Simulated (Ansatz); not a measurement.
Reaction (ligand exchange at a B–C bond): `FB(F)C[SiH3]` + `CC(=O)O` → `CC(=O)OB(F)F` + `C[SiH3]`

Program: Ansatz. Geometries: PBE0-D4/def2-TZVP. ΔE: electronic, gas phase. CCSD(T)/CBS is the MP2 limit (def2-TZVPP, def2-QZVPP) plus CCSD(T) − MP2 in def2-TZVPP, frozen cores. This one scheme is used for every species. Functionals use def2-TZVPP. One conformer a species, not always the lowest.

```json
{"level": "r2SCAN-D4", "ΔE (kJ/mol)": "-67.2", "difference from CCSD(T)/CBS": "-0.6"}
{"level": "PBE0-D4", "ΔE (kJ/mol)": "-61.8", "difference from CCSD(T)/CBS": "4.8"}
{"level": "ωB97X-V", "ΔE (kJ/mol)": "-65.4", "difference from CCSD(T)/CBS": "1.2"}
{"level": "PBE0", "ΔE (kJ/mol)": "-61.8", "difference from CCSD(T)/CBS": "4.8"}
{"level": "MP2/def2-TZVPP", "ΔE (kJ/mol)": "-66.9", "difference from CCSD(T)/CBS": "-0.3"}
{"level": "SCS-MP2/def2-TZVPP", "ΔE (kJ/mol)": "-70.4", "difference from CCSD(T)/CBS": "-3.8"}
{"level": "MP2/def2-QZVPP", "ΔE (kJ/mol)": "-66.0", "difference from CCSD(T)/CBS": "0.6"}
{"level": "SCS-MP2/def2-QZVPP", "ΔE (kJ/mol)": "-69.5", "difference from CCSD(T)/CBS": "-2.9"}
{"level": "HF/CBS(def2)", "ΔE (kJ/mol)": "-84.1", "difference from CCSD(T)/CBS": "-17.5"}
{"level": "MP2/CBS(def2)", "ΔE (kJ/mol)": "-64.7", "difference from CCSD(T)/CBS": "1.9"}
{"level": "CCSD(T)/CBS", "ΔE (kJ/mol)": "-66.6", "difference from CCSD(T)/CBS": "0"}
```

Largest T1 diagnostic among the species: 0.015.

From PBE to PBE0 (25 % exact exchange), in def2-TZVPP and without D4, ΔE moves by −3.2 kJ/mol. In def2-TZVPP, CCSD(T) changes the Hartree–Fock value by +14.2 kJ/mol (the triples alone add +1.7 kJ/mol) and MP2 by +16.1 kJ/mol.

CCSD(T)/CBS has its own doubt, a few kJ/mol and more with outer-core shells, so smaller differences from it don't rank the levels.
